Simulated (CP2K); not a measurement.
# CdS (P3m1) in CP2K: convergence with smearing width

Aim: find how far smearing width must go before the results for CdS settle, at PBE. This setting moves, with any that are tied to it; all else stays.

Program: CP2K 2026.2. These are calculated values, not measurements. Logs are shortened: lines on timing, memory, paths and dates and some standing lists are left out, and cuts for length are marked.

## (1) Starting point

The structure is trigonal, space group P3m1 (No. 156). The conventional cell has a = 4.261 Å, b = 4.261 Å, c = 5.804 Å, α = 90.00°, β = 90.00°, γ = 120.00°. Around Cd (site symmetry 3m) lie 3 S at 2.46 Å. S (site symmetry 3m) is surrounded by 3 Cd at 2.46 Å.

Measurements of this composition are mostly on another form, of space group No. 186.

## (2) With smearing width 0.5 eV

File cds_converge.inp:

```
&GLOBAL
  PROJECT cds_converge
  RUN_TYPE ENERGY_FORCE
  PRINT_LEVEL LOW
&END GLOBAL
&FORCE_EVAL
  METHOD QS
  STRESS_TENSOR ANALYTICAL
  &DFT
    BASIS_SET_FILE_NAME BASIS_MOLOPT_UZH
    POTENTIAL_FILE_NAME POTENTIAL_UZH
    &MGRID
      CUTOFF 450
      REL_CUTOFF 60
      NGRIDS 5
    &END MGRID
    &QS
      METHOD GPW
      EPS_DEFAULT 1.0E-9
    &END QS
    &KPOINTS
      SCHEME MONKHORST-PACK 6 6 4
      GAMMA_CENTERED T
      SYMMETRY T
      SYMMETRY_BACKEND SPGLIB
    &END KPOINTS
    &SCF
      SCF_GUESS ATOMIC
      EPS_SCF 1.0E-6
      MAX_SCF 100
      ADDED_MOS 10
      CHOLESKY OFF
      EPS_EIGVAL 1.0E-7
      &DIAGONALIZATION ON
        ALGORITHM STANDARD
      &END DIAGONALIZATION
      &MIXING ON
        METHOD BROYDEN_MIXING
        ALPHA 0.4
        BETA 1.5
        NBUFFER 8
      &END MIXING
      &SMEAR ON
        METHOD FERMI_DIRAC
        ELECTRONIC_TEMPERATURE [K] 5802.259
      &END SMEAR
    &END SCF
    &XC
      &XC_FUNCTIONAL PBE
      &END XC_FUNCTIONAL
    &END XC
    &PRINT
      &KPOINTS ON
      &END KPOINTS
      &MULLIKEN ON
      &END MULLIKEN
      &MO ON
        ENERGIES T
        OCCUPATION_NUMBERS T
        &EACH
          QS_SCF 0
        &END EACH
        ADD_LAST NUMERIC
      &END MO
    &END PRINT
  &END DFT
  &SUBSYS
    &CELL
      A 4.2611695877 0.0000000000 0.0000000000
      B -2.1305847939 3.6902811128 0.0000000000
      C 0.0000000000 0.0000000000 5.8041729400
      PERIODIC XYZ
    &END CELL
    &COORD
      Cd  0.0000000000 0.0000000000 2.5694604628
      S   2.1305847940 1.2300937041 2.5207992056
    &END COORD
    &KIND Cd
      BASIS_SET TZVP-MOLOPT-PBE-GTH-q12
      POTENTIAL GTH-PBE-q12
    &END KIND
    &KIND S
      BASIS_SET TZVP-MOLOPT-PBE-GTH-q6
      POTENTIAL GTH-PBE-q6
    &END KIND
    &PRINT
      &ATOMIC_COORDINATES ON
      &END ATOMIC_COORDINATES
      &CELL ON
      &END CELL
    &END PRINT
  &END SUBSYS
  &PRINT
    &FORCES ON
    &END FORCES
    &STRESS_TENSOR ON
    &END STRESS_TENSOR
  &END PRINT
&END FORCE_EVAL
```

Potentials or basis: POTENTIAL_UZH Cd GTH-PBE-q12, S GTH-PBE-q6; TZVP-MOLOPT-PBE-GTH basis.

On the command line:

```console
OMP_NUM_THREADS=1 cp2k.psmp -i cds_converge.inp -o cds_converge.out
```

Run time: 14 s. Hardware: 1 thread of Arm Neoverse V1, shared host; peak memory 0.33 GiB.

What came out:

```
Free energy            : -1532.3585 eV
Pressure               : 0.6 GPa
Largest force          : 0.003 eV/Å
Band gap on the k mesh : 1.52 eV, indirect (least direct gap 1.54 eV)
Mulliken charges       : Cd +0.75; S -0.75 e
```

## (3) With smearing width 0.3 eV

cds_converge.inp: that of step 2 with these lines changed.

```diff
@@ -44,3 +44,3 @@
         METHOD FERMI_DIRAC
-        ELECTRONIC_TEMPERATURE [K] 5802.259
+        ELECTRONIC_TEMPERATURE [K] 3481.355
       &END SMEAR
```

Potentials or basis: POTENTIAL_UZH Cd GTH-PBE-q12, S GTH-PBE-q6; TZVP-MOLOPT-PBE-GTH basis.

On the command line:

```console
OMP_NUM_THREADS=1 cp2k.psmp -i cds_converge.inp -o cds_converge.out
```

Run time: 15 s. Hardware: 1 thread of Arm Neoverse V1, shared host; peak memory 0.33 GiB.

What came out:

* Free energy: -1532.2992 eV
* Pressure: 0.2 GPa
* Band gap on the k mesh: 1.48 eV, indirect (least direct gap 1.53 eV)
* Mulliken charges: Cd +0.77; S -0.77 e

## (4) With smearing width 0.2 eV

cds_converge.inp: that of step 3 with these lines changed.

```diff
@@ -44,3 +44,3 @@
         METHOD FERMI_DIRAC
-        ELECTRONIC_TEMPERATURE [K] 3481.355
+        ELECTRONIC_TEMPERATURE [K] 2320.904
       &END SMEAR
```

On the command line:

```console
OMP_NUM_THREADS=1 cp2k.psmp -i cds_converge.inp -o cds_converge.out
```

Run time: 15 s. Hardware: 1 thread of Arm Neoverse V1, shared host; peak memory 0.33 GiB.

What came out:

* Free energy: -1532.2912 eV
* Pressure: 0.1 GPa
* Largest force: 0.004 eV/Å
* Band gap on the k mesh: 1.47 eV, indirect (least direct gap 1.52 eV)
* Mulliken charges: Cd +0.78; S -0.78 e

## (5) With smearing width 0.1 eV

cds_converge.inp: that of step 4 with these lines changed.

```diff
@@ -44,3 +44,3 @@
         METHOD FERMI_DIRAC
-        ELECTRONIC_TEMPERATURE [K] 2320.904
+        ELECTRONIC_TEMPERATURE [K] 1160.452
       &END SMEAR
```

On the command line:

```console
OMP_NUM_THREADS=1 cp2k.psmp -i cds_converge.inp -o cds_converge.out
```

It took 14 s on 1 thread of Arm Neoverse V1, shared host; peak memory 0.33 GiB.

What came out:

```
Free energy            : -1532.2898 eV
Pressure               : 0.1 GPa
Largest force          : 0.004 eV/Å
Band gap on the k mesh : 1.47 eV, indirect (least direct gap 1.52 eV)
Mulliken charges       : Cd +0.78; S -0.78 e
```

## (6) With smearing width 0.05 eV

cds_converge.inp: that of step 5 with these lines changed.

```diff
@@ -44,3 +44,3 @@
         METHOD FERMI_DIRAC
-        ELECTRONIC_TEMPERATURE [K] 1160.452
+        ELECTRONIC_TEMPERATURE [K] 580.226
       &END SMEAR
```

Potentials or basis: POTENTIAL_UZH Cd GTH-PBE-q12, S GTH-PBE-q6; TZVP-MOLOPT-PBE-GTH basis.

On the command line:

```console
OMP_NUM_THREADS=1 cp2k.psmp -i cds_converge.inp -o cds_converge.out
```

Wall time 14 s (1 thread of Arm Neoverse V1, shared host); peak memory 0.33 GiB.

Results (log left out):

- Free energy: -1532.2898 eV
- Pressure: 0.1 GPa
- Largest force: 0.004 eV/Å
- Band gap on the k mesh: 1.47 eV, indirect (least direct gap 1.52 eV)
- Mulliken charges: Cd +0.78; S -0.78 e

## (7) With smearing width 0.025 eV

cds_converge.inp: that of step 6 with these lines changed.

```diff
@@ -44,3 +44,3 @@
         METHOD FERMI_DIRAC
-        ELECTRONIC_TEMPERATURE [K] 580.226
+        ELECTRONIC_TEMPERATURE [K] 290.113
       &END SMEAR
```

On the command line:

```console
OMP_NUM_THREADS=1 cp2k.psmp -i cds_converge.inp -o cds_converge.out
```

Run time: 14 s. Hardware: 1 thread of Arm Neoverse V1, shared host; peak memory 0.33 GiB.

The run converged. Its results:

```
Free energy            : -1532.2898 eV
Pressure               : 0.1 GPa
Largest force          : 0.004 eV/Å
Band gap on the k mesh : 1.47 eV, indirect (least direct gap 1.52 eV)
Mulliken charges       : Cd +0.78; S -0.78 e
```

## (8) With smearing width 0.01 eV

cds_converge.inp: that of step 7 with these lines changed.

```diff
@@ -44,3 +44,3 @@
         METHOD FERMI_DIRAC
-        ELECTRONIC_TEMPERATURE [K] 290.113
+        ELECTRONIC_TEMPERATURE [K] 116.045
       &END SMEAR
```

Potentials or basis: POTENTIAL_UZH Cd GTH-PBE-q12, S GTH-PBE-q6; TZVP-MOLOPT-PBE-GTH basis.

On the command line:

```console
OMP_NUM_THREADS=1 cp2k.psmp -i cds_converge.inp -o cds_converge.out
```

cds_converge.out:

```text

 CP2K| version string:                                       CP2K version 2026.2
 CP2K| Input file name                                          cds_converge.inp

 GLOBAL| Force Environment number                                              1
 GLOBAL| Basis set file name                                    BASIS_MOLOPT_UZH
 GLOBAL| Potential file name                                       POTENTIAL_UZH
 GLOBAL| MM Potential file name                                     MM_POTENTIAL
 GLOBAL| Coordinate file name                                      __STD_INPUT__
 GLOBAL| Method name                                                        CP2K
 GLOBAL| Project name                                               cds_converge
 GLOBAL| Run type                                                   ENERGY_FORCE
 GLOBAL| FFT library                                                       FFTW3
 GLOBAL| Diagonalization library                                       ScaLAPACK
 GLOBAL| Cholesky decomposition library                                ScaLAPACK
 GLOBAL| DGEMM library                                                      BLAS
 GLOBAL| Direct generalized diagonalization requested                          F
 GLOBAL| Matrix multiplication library                                 ScaLAPACK
 GLOBAL| Global print level                                                  LOW
 GLOBAL| Total number of message passing processes                             1
 GLOBAL| Number of threads for this process                                    1
 GLOBAL| CPU model name                                                  UNKNOWN

 CELL| Volume [angstrom^3]:                                            91.270118
 CELL| Vector a [angstrom]:       4.261     0.000     0.000   |a| =     4.261170
 CELL| Vector b [angstrom]:      -2.131     3.690     0.000   |b| =     4.261170
 CELL| Vector c [angstrom]:       0.000     0.000     5.804   |c| =     5.804173
 CELL| Angle (b,c), alpha [degree]:                                    90.000000
 CELL| Angle (a,c), beta  [degree]:                                    90.000000
 CELL| Angle (a,b), gamma [degree]:                                   120.000000
 CELL| Numerically orthorhombic:                                              NO
 CELL| Periodicity                                                           XYZ

 CELL_REF| Volume [angstrom^3]:                                        91.270118
 CELL_REF| Vector a [angstrom     4.261     0.000     0.000   |a| =     4.261170
 CELL_REF| Vector b [angstrom    -2.131     3.690     0.000   |b| =     4.261170
 CELL_REF| Vector c [angstrom     0.000     0.000     5.804   |c| =     5.804173
 CELL_REF| Angle (b,c), alpha [degree]:                                90.000000
 CELL_REF| Angle (a,c), beta  [degree]:                                90.000000
 CELL_REF| Angle (a,b), gamma [degree]:                               120.000000
 CELL_REF| Numerically orthorhombic:                                          NO
 CELL_REF| Periodicity                                                       XYZ
[... 9 lines left out ...]
 TOTAL NUMBERS AND MAXIMUM NUMBERS

  Total number of            - Atomic kinds:                                   2
                             - Atoms:                                          2
                             - Shell sets:                                     2
                             - Shells:                                        17
                             - Primitive Cartesian functions:                  9
                             - Cartesian basis functions:                     58
                             - Spherical basis functions:                     51

[... 92 lines left out ...]
     7 Broy./Diag. 0.40E+00    0.7     0.00261758       -56.3013976972  1.19E-02
     8 Broy./Diag. 0.40E+00    0.7     0.00058458       -56.3111255364 -9.73E-03
     9 Broy./Diag. 0.40E+00    0.7     0.00062187       -56.3150356163 -3.91E-03
    10 Broy./Diag. 0.40E+00    0.7     0.00049421       -56.3131488237  1.89E-03
    11 Broy./Diag. 0.40E+00    0.7     0.00035597       -56.3114064726  1.74E-03
    12 Broy./Diag. 0.40E+00    0.7     0.00012368       -56.3111351444  2.71E-04
    13 Broy./Diag. 0.40E+00    0.7     0.00015785       -56.3110525703  8.26E-05
    14 Broy./Diag. 0.40E+00    0.7     0.00000909       -56.3106738295  3.79E-04
    15 Broy./Diag. 0.40E+00    0.7     0.00001003       -56.3106710186  2.81E-06
    16 Broy./Diag. 0.40E+00    0.7     0.00000333       -56.3106354989  3.55E-05
    17 Broy./Diag. 0.40E+00    0.7     0.00000194       -56.3106126841  2.28E-05
    18 Broy./Diag. 0.40E+00    0.7     0.00000083       -56.3106071076  5.58E-06

  *** SCF run converged in    18 steps ***

  Electronic density on regular grids:        -17.9999999820        0.0000000180
  Core density on regular grids:               17.9999999800       -0.0000000200
  Total charge density on r-space grids:       -0.0000000020
  Total charge density g-space grids:          -0.0000000020

  Overlap energy of the core charge distribution:               0.00000000085166
  Self energy of the core charge distribution:                -98.03046065360920
  Core Hamiltonian energy:                                     29.44189369763794
  Hartree energy:                                              21.14552187900622
  Exchange-correlation energy:                                 -8.86756203149364
  Electronic entropic energy:                                  -0.00000000000000
  Fermi energy:                                                 0.00164889989204

  Total energy:                                               -56.31060710760699
  Total energy (extrapolated to T->0):                        -56.31060710760699

 MO| EIGENVALUES AND OCCUPATION NUMBERS FOR K POINT 1
 MO|
 MO|  Index      Eigenvalue [a.u.]        Eigenvalue [eV]             Occupation
 MO|      1              -0.453067             -12.328577               2.000000
 MO|      2              -0.312695              -8.508851               2.000000
 MO|      3              -0.310903              -8.460098               2.000000
 MO|      4              -0.306107              -8.329583               2.000000
 MO|      5              -0.304020              -8.272798               2.000000
 MO|      6              -0.284699              -7.747054               2.000000
[... 349 lines left out ...]
 MO|     18               0.553993              15.074929               0.000000
 MO|     19               0.561676              15.283976               0.000000
 MO| Sum:                                                              18.000000
 MO| E(Fermi):            0.001649 a.u.          0.044869 eV
 MO| Band gap:            0.171754 a.u.          4.673670 eV

 [... the levels of further k-points ...]

 !-----------------------------------------------------------------------------!
                     Mulliken Population Analysis

 #  Atom  Element  Kind  Atomic population                           Net charge
       1     Cd       1         11.217746                              0.782254
       2     S        2          6.782254                             -0.782254
 # Total charge                             18.000000                 -0.000000

 !-----------------------------------------------------------------------------!

 ENERGY| Total FORCE_EVAL ( QS ) energy [hartree]            -56.310616535267314

 FORCES| Atomic forces [hartree/bohr]
 FORCES|   Atom     x               y               z               |f|
 FORCES|      1  2.56605834E-09  1.21437371E-08  8.27916991E-05   8.27917000E-05
 FORCES|      2 -2.47693345E-09 -1.21953278E-08 -5.55516595E-05   5.55516609E-05
 FORCES| Sum     8.91248895E-11 -5.15907299E-11  2.72400396E-05
 FORCES| Total atomic force                                       2.72400396E-05

 STRESS| Analytical stress tensor [bar]
 STRESS|                        x                   y                   z
 STRESS|      x        1.02776938419E+03   2.24727322168E-01  -4.98327095149E-04
 STRESS|      y        2.24727322168E-01   1.02800562861E+03   1.06857917427E-03
 STRESS|      z       -4.98327095149E-04   1.06857917427E-03  -1.83894279923E+02
 STRESS| 1/3 Trace                                             6.23960244292E+02
 STRESS| Determinant                                          -1.94293990862E+08

 STRESS| Eigenvectors and eigenvalues of the analytical stress tensor [bar]
 STRESS|                        1                   2                   3
 STRESS| Eigenvalues  -1.83894279924E+02   1.02763362606E+03   1.02814138674E+03
 STRESS|      x           0.000000411439      0.855940201342      0.517074822175
 STRESS|      y          -0.000000881815     -0.517074822174      0.855940201342
 STRESS|      z           1.000000000000     -0.000000808131      0.000000542036
```

It took 14 s on 1 thread of Arm Neoverse V1, shared host; peak memory 0.33 GiB.

What came out:

- Free energy: -1532.2898 eV
- Pressure: 0.1 GPa
- Largest force: 0.004 eV/Å
- Band gap on the k mesh: 1.47 eV, indirect (least direct gap 1.52 eV)
- Mulliken charges: Cd +0.78; S -0.78 e

## (9) Result

```csv
smearing width,"energy less the tightest run, at zero smearing (meV/atom)",pressure (GPa),gap on the mesh (eV),SCF cycles,CPU time (s),peak memory (GiB)
0.5 eV,29.21,0.55,1.522,18,14,0.33
0.3 eV,5.15,0.18,1.484,19,15,0.33
0.2 eV,1.17,0.09,1.474,19,15,0.33
0.1 eV,0.02,0.06,1.471,18,14,0.33
0.05 eV,0.00,0.06,1.471,18,14,0.33
0.025 eV,0.00,0.06,1.471,18,14,0.33
0.01 eV,0.00,0.06,1.471,18,14,0.33
```

Against the tightest run, the energy stays within 1 meV/atom from 0.1 eV on; the pressure stays within 0.1 GPa from 0.2 eV on; the gap on the mesh stays within 0.01 eV from 0.2 eV on. The tightest run that finished is the yardstick and may itself not be fully converged.

Caveats: the basis of atomic orbitals isn't converged, which shifts pressures, moduli and gaps.
